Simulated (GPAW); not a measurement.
Hf:

```
Hf
1.0
     2.91381    0.00000    0.00000
     0.00000    2.91381    0.00000
     0.00000    0.00000    2.91381
Hf
1
Direct
  0.50000 0.50000 0.50000
```

The cell was built by a generator and needn't be a form met in nature.

Base run:

```yaml
Program: GPAW 26.7.0
Functional: RPBE
Potentials_or_basis: the program's PAW data sets (release 1.2.1) made for this functional
Cutoff: 600 eV
Basis: pw
k_mesh: 9 × 9 × 9
Occupations: fermi-dirac, width 0.05 eV
Spin: no spin polarisation
```

Its results: band gap on the k mesh none (metal or under the smearing width); pressure 3.0 GPa.

**Question.** The run is repeated on the same cell with these changes: functional from RPBE to LDA. What comes out?

**Answer.** Band gap on the k mesh none (metal or under the smearing width); pressure -6.4 GPa.

LDA binds more tightly than RPBE, so the same cell stands under less pressure.

Not every run made on this cell is shown here.
